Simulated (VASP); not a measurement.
Write the native input for VASP 6.6.1 that does the following.

- Task: single point
- Functional: r2SCAN
- Potentials or basis: VASP PAW PBE potentials, release 64 (Ta_pv, N)
- Cutoff: 520 eV
- k mesh: 7 × 7 × 7
- Occupations: gaussian, width 0.05 eV
- Spin: collinear spin, ferromagnetic start
- Starting moments: [0.5, 0.0] μB
- Hubbard terms: Ta d U = 3 eV
- Further INCAR settings: ALGO = Normal; EDIFF = 1e-06

The structure of TaN lies in POSCAR:

```
TaN
1.0
    0.0000000000      2.4911437700      2.4911437700
    2.4911437700      0.0000000000      2.4911437700
    2.4911437700      2.4911437700      0.0000000000
Ta N
1 1
Direct
    0.0000000000      0.0000000000      0.0000000000
    0.2500000000      0.2500000000      0.2500000000
```

The cell comes from a database or a generator and needn't be the stable form of this composition.

The input as run:

INCAR

```
SYSTEM = TaN
  PREC = Accurate
  ENCUT = 520
  EDIFF = 1E-6
  ISMEAR = 0
  SIGMA = 0.05
  LREAL = .FALSE.
  LASPH = .TRUE.
  NELM = 80
  ALGO = Normal
  ISIF = 2
  LWAVE = .FALSE.
  LCHARG = .FALSE.
  ISPIN = 2
  MAGMOM = 0.5 0
  LORBIT = 11
  LMAXMIX = 4
  LDAU = .TRUE.
  LDAUTYPE = 2
  LDAUL = 2 -1
  LDAUU = 3 0
  LDAUJ = 0 0
  LDAUPRINT = 1
  METAGGA = R2SCAN
  LMIXTAU = .TRUE.
```

KPOINTS

```
regular mesh
0
G
  7 7 7
  0 0 0
```

Potentials or basis: VASP PAW PBE potentials, release 64 (Ta_pv, N).

Run with:

```bash
$ cat potpaw_PBE.64/Ta_pv/POTCAR potpaw_PBE.64/N/POTCAR > POTCAR
$ mpirun -np 1 vasp_std > vasp.out
```

Results of the run:

```json
{
 "Pressure": "-24.3 GPa",
 "Band gap on the k mesh": "none (metal or under the smearing width)",
 "Net moment": "0.06 μB per cell",
 "Site moments": "Ta +0.05; N -0.00 μB",
 "Valence electrons inside the program's atomic spheres": "Ta 8.55; N 3.73"
}
```

Caveat: the PAW data sets were made with another functional, which shifts forces and pressure a little.

Wall time 80 s on 1 thread of Intel(R) Xeon(R) Platinum 8375C CPU @ 2.90GHz (Ice Lake), on a shared host, peak memory 0.19 GiB.
